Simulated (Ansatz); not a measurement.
A plane-wave DFT run in Ansatz 0.2.0 (scalar-relativistic PAW potentials unless the input names others): input and command.

```yaml
crystal:
  lattice:
    - [2.5539396017, 0.0, 0.0]
    - [-1.2769698009, 2.2117765748, 0.0]
    - [0.0, 0.0, 4.226855]
  atoms:
    - { symbol: B, position: [0.6448306947, 0.3173482924, 0.999724] }
    - { symbol: B, position: [0.3114973614, 0.6506816257, 0.499724] }
    - { symbol: "N", position: [0.6666666667, 0.3333333333, 0.625276] }
    - { symbol: "N", position: [0.3333333333, 0.6666666667, 0.125276] }
basis:
  ecutwfc: 520.0
kpoints:
  mp_grid: { grid: [12, 12, 6] }
hamiltonian:
  xc: pbe
scf:
  occupations: { method: gaussian, width: 0.05 }
  max_iter: 5
output:
  forces: true
  eigenvalues: true
  stress: true
```

```bash
ansatz run input.yaml --threads 1 --pin off --max-ram 2560MiB --backend cpu --events-out ev --progress --plain --runs-dir out
```

Abridged log:
```
Pseudopotentials: kind: paw
Pseudopotential: B, paw, valence charge 3, recommended cutoff 420 eV (normal)
Pseudopotential: N, paw, valence charge 5, recommended cutoff 420 eV (normal)
Functional definition: PBE
Crystal: 4 atoms, lattice volume = 23.876 Å³
Basis set: ecut = 520 eV, 651 PW (Γ), exchange–correlation on 40×40×64 points (8 copies of the dense FFT grid, shifted against one another)
Bands: 12, of which v1, the nominal top of the filled ones, is band 8 counted from 1 (7 counted from 0)
Symmetry: 1 space group operations
Space group: P1 (ITA 1), of the structure as read, at distance tolerance 2.9e-5 Å
k-points: 436 of 864 (time reversal used)
Initial density: superposition of atomic densities (neutral atoms: chi_scale 0, normalization atom), corrected by the library's trained network
Initial wavefunctions: pseudopotential atomic-orbital guess
Functional: x = pbe(κ = 0.804, μ = 0.21951497), c = pbe(β = 0.06672455)
SCF iter   1: F=—  HF=-1084.434892 eV  |F-HF|=—  |Δ(HF+E_count)|=         —  Δρ=2.83e-3  dr2=8.53e-4  ethr=1.77e-3  ⟨swp⟩=5.8  Hψ=28725  notcnv=0
SCF iter   2: F=—  HF=-1084.435203 eV  |F-HF|=—  |Δ(HF+E_count)|=   3.12e-4  Δρ=1.12e-3  dr2=1.06e-4  ethr=5.33e-6  ⟨swp⟩=2.1  Hψ=12155  notcnv=0
SCF iter   3: F=—  HF=-1084.435329 eV  |F-HF|=—  |Δ(HF+E_count)|=   1.26e-4  Δρ=5.43e-4  dr2=1.73e-5  ethr=6.64e-7  ⟨swp⟩=2.7  Hψ=24330  notcnv=0
SCF iter   4: F=—  HF=-1084.435419 eV  |F-HF|=—  |Δ(HF+E_count)|=   8.95e-5  Δρ=6.38e-5  dr2=3.92e-7  ethr=1.08e-7  ⟨swp⟩=2.0  Hψ=22277  notcnv=0
SCF iter   5: F=-1084.435419 eV  HF=-1084.435419 eV  |F-HF|=1.30e-9  |Δ(HF+E_count)|=   6.43e-7  Δρ=9.82e-6  dr2=1.42e-8  ethr=6.25e-10  ⟨swp⟩=5.1  Hψ=24481  notcnv=0
SCF 1 converged in 5 iterations: F = -1084.435419 eV  dr2 = 1.42e-8
SCF converged after 5 iterations
Free energy (F): -1084.435419 eV
Harris-Foulkes:  -1084.435419 eV  (|F-HF|=1.30e-9)
Internal energy: -1084.435419 eV  (E = F + TS)
E sigma→0 (E₀):  -1084.435419 eV
Fermi energy:    13.855239 eV
--- Forces (eV/Å), atoms counted from 1 ---
  atom   1  B      0.77269772     0.85765483    -0.04657416
  atom   2  B      0.94276122     0.85776765    -0.05177402
  atom   3  N     -0.94889708    -0.85774859     0.05175645
  atom   4  N     -0.76654103    -0.85765408     0.04657577
--- Stress (GPa, compression-positive) ---
        1.194252       0.457830      -1.093272
        0.457833       1.189108      -1.093130
       -1.093256      -1.093153      -0.249493
  P = ⅓ Tr σ = 0.7113 GPa (7.113 kbar)
```

One setting here is unusual or wrong in general: too few SCF iterations (scf.max_iter: not typed → 5). For this cell it did little harm to the result: the run converged in 5 SCF iterations (reference: 6) with an energy at zero smearing within 0.01 meV/atom of the reference's, pressure 0.71 GPa, largest force 1.280 eV/Å, gap on the mesh 5.01 eV. A reference run from the same start on usual settings converged with pressure 0.71 GPa, largest force 1.280 eV/Å, gap on the mesh 5.01 eV.

The run took 15 s on 1 thread of Intel(R) Xeon(R) Processor @ 2.70GHz, with other jobs on the host, peak memory 0.49 GiB.